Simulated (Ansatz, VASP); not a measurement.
# Ni: VASP beside Ansatz

File INCAR:

```
PREC     = Accurate       # precision mode
ENCUT    = 520            # plane-wave cutoff, eV
EDIFF    = 1E-7           # SCF threshold, eV
ISMEAR   = -1             # smearing method
SIGMA    = 0.05           # smearing width, eV
LREAL    = False          # projectors in reciprocal space
LASPH    = True           # aspherical terms in the spheres
NELM     = 150            # most SCF steps
ALGO     = Normal         # electronic algorithm
ISIF     = 2              # what is computed and relaxed
LWAVE    = False          # write WAVECAR
LCHARG   = False          # write CHGCAR
ISPIN    = 2              # spin polarisation
MAGMOM   = 1 1            # initial moments
LORBIT   = 11             # projections on sites
LMAXMIX  = 4              # l up to which the mixer works
GGA      = PE             # functional
NBANDS   = 21             # bands
```

KPOINTS

```
regular mesh
0
Gamma
  12 12 7
```

POSCAR

```
Ni
1.0
    2.4149374515      0.0000000000      0.0000000000
   -1.2074687258      2.0913971816      0.0000000000
    0.0000000000      0.0000000000      4.0177628822
Ni
2
Direct
    0.6666666667      0.3333333333      0.7500000000
    0.3333333333      0.6666666667      0.2500000000
```

Contents of input.yaml:

```yaml
crystal:
  lattice:
    - [2.4149374515, 0.0, 0.0]
    - [-1.2074687258, 2.0913971816, 0.0]
    - [0.0, 0.0, 4.0177628822]
  atoms:
    - { symbol: Ni, position: [0.6666666667, 0.3333333333, 0.75], spin: 1.0 }
    - { symbol: Ni, position: [0.3333333333, 0.6666666667, 0.25], spin: 1.0 }
hamiltonian:
  xc: pbe
  pseudopotentials: { kind: paw }
magnetization:
  spin_polarized: true
kpoints:
  mp_grid: { grid: [12, 12, 7] }
scf:
  occupations: { method: fermi_dirac, width: 0.05 }
output:
  forces: true
  stress: true
  eigenvalues: true
```

Change from the starting cell: volume scaled by 0.96.

Alike in both runs: task single point; functional PBE; k mesh 12 × 12 × 7; occupations fermi-dirac, width 0.05 eV; collinear spin, ferromagnetic start.

```csv
,VASP,Ansatz
version,VASP 6.6.1,Ansatz 0.2.0
potentials or method,"VASP PAW PBE potentials, release 64 (Ni)",Ansatz PAW
plane-wave cutoff (eV),520,420
valence electrons in the cell,20,36
```

```csv
,VASP,Ansatz,Ansatz less VASP
gap on the k mesh at the Fermi level (eV),none,none,-
pressure (GPa),17.2,17.6,+0.39
largest component of the traceless stress (GPa),2.86,2.98,+0.123
net moment per atom (μB),0.61,0.63,+0.017
size of the moment on the site where the two differ most (μB),0.62,0.66,+0.048
```

Site moments also hang on the region over which each program counts them. A gap of «none» marks a metal or a gap that the smearing closes. The functional is the same, so the differences come from potentials, cutoffs and numerics. The two sets of potentials don't hold the same shells in valence.
